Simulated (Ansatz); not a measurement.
## BiTe: do energies and stresses tell the same story?

The calculation used Ansatz, DFT r2SCAN, scalar-relativistic, plane waves, PAW.

Cutoff 500 eV; k points 12×12×12 on the computed 2-atom cell (Γ-centred); Gaussian smearing, width 0.10 eV; no spin polarisation.

Relaxed cell: Fm-3m, a = 6.467 Å, b = 6.467 Å, c = 6.467 Å, α = 90.00°, β = 90.00°, γ = 90.00°, 2 atoms in the primitive cell. Whether it is the stable form of this composition wasn't checked.

Energies at zero smearing and pressures from the stress tensor, at volumes with shape and atoms relaxed:
```tsv
V (Å³/atom)	E − E(first) (meV/atom)	P (GPa)
31.773	0.00	3.69
32.787	-16.80	1.70
33.801	-22.03	0.03
34.815	-17.51	-1.38
35.829	-4.78	-2.57
```

Check P = −dE/dV between neighbouring volumes, and get the bulk modulus from the pressures alone.

With 1 eV/Å³ = 160.2 GPa:
```
middle V (Å³/atom)  −ΔE/ΔV (GPa) mean P (GPa)
            32.280         2.654         2.693
            33.294         0.826         0.864
            34.308        -0.713        -0.678
            35.322        -2.012        -1.979
```

The two differ by 0.04 GPa at most. The mean of two end pressures misses the average over a step by about ΔV² P″/12, up to 0.03 GPa here; with that taken off 0.02 GPa remains. Around V = 33.801 Å³/atom, the two neighbours give B = −V ΔP/ΔV = 33.801 × 3.08 / 2.028 = 51.4 GPa, against B0 = 51.2 GPa from the Birch–Murnaghan fit of the energies.

Spin–orbit coupling is left out, which can shift energies with elements as heavy as these.

Energies and stresses do tell the same story: the energy minimum falls where the pressure nearly vanishes, and the two bulk moduli, 51.4 and 51.2 GPa, are practically equal. The pressure changes less with each successive step of expansion, as expected when short-range repulsion fades quickly and the bonds soften.

The small remaining mismatch has the same sign in every interval, with the stress giving the higher pressure. Pulay stress from a fixed plane-wave basis would normally act the other way. A possible source is the smearing: stresses follow the electronic free energy, while the tabulated energies are extrapolated to zero smearing. Rocksalt BiTe has an odd number of valence electrons per formula unit and should be metallic in this non-magnetic calculation, so that difference need not vanish or stay constant with volume.

The agreement supports the numerical consistency of the equation of state, not the accuracy of the functional, and a purely volumetric test says nothing about resistance to shear or to off-centre displacements.
